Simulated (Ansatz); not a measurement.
BP (zincblende): gap against strain (epitaxial in the plane normal to [111])

BP built on the zincblende prototype, relaxed with r2SCAN in the PAW code Ansatz, then strained (epitaxial in the plane normal to [111]; changes of length per length, axes as in the cell below) with the atoms relaxed again within the symmetry that is left. Space group F-43m (No. 216), cubic; conventional cell a = 4.537 Å, 11.67 Å³ an atom. B has 4 P at 1.96 Å; P has 4 B at 1.96 Å. The values are computed, spin-unpolarised, and not measurements.

```yaml
crystal:
  lattice:
    - [0.00000, 2.26832, 2.26832]
    - [2.26832, 0.00000, 2.26832]
    - [2.26832, 2.26832, 0.00000]
  atoms:
    - { symbol: B, position: [0.00000, 0.00000, 0.00000] }
    - { symbol: P, position: [0.25000, 0.25000, 0.25000] }
```

Gaps are the least over each mesh (PBE 10×10×10, r2SCAN 10×10×10, HSE06 6×6×6 when unstrained) and the special points, which keep their unstrained names; stress is the change from the unstrained cell, compression positive.

```
strain (%)  free normal strain (%)  gap, PBE (eV)  gap, r2SCAN (eV)  gap, HSE06 (eV)    edges, HSE06  in-plane stress, r2SCAN (GPa)  energy rise, r2SCAN (meV/atom)
      -4.0                   +0.77          0.792             0.952            1.506           Γ → X                         +21.96                            59.2
      -3.0                   +0.57          0.955             1.120            1.675  Γ → Γ–X (0.90)                         +15.79                            32.5
      -2.0                   +0.38          1.078             1.246            1.801  Γ → Γ–X (0.85)                         +10.07                            14.1
      -1.0                   +0.18          1.170             1.341            1.896  Γ → Γ–X (0.84)                          +4.83                             3.4
       0.0                    0.00          1.238             1.410            1.964  Γ → Γ–X (0.83)                           0.00                             0.0
      +1.0                   -0.17          1.202             1.372            1.927  Γ → Γ–X (0.83)                          -4.45                             3.3
      +2.0                   -0.33          1.169             1.336            1.893  Γ → Γ–X (0.83)                          -8.51                            12.9
      +3.0                   -0.50          1.137             1.300            1.861  Γ → Γ–X (0.85)                         -12.18                            28.4
      +4.0                   -0.65          1.108             1.269            1.832  Γ → Γ–X (0.87)                         -15.53                            49.3
      +5.0                   -0.78          1.082             1.241            1.807  Γ → Γ–X (0.90)                         -18.58                            75.1
```

Between zero and the nearest strains the slope of the HSE06 gap against strain is +0.068 eV per percent for negative and -0.037 for positive strain; it falls either way, as happens when edge states split or other valleys take over.

Where an edge lies off the special points, it is a point of the mesh or the k point where a search put PBE's edge or least direct gap, reused for the other functionals, whose own edges may lie a little apart.

The meshes of the hybrids are coarse, so their gaps aren't converged to the digits shown.
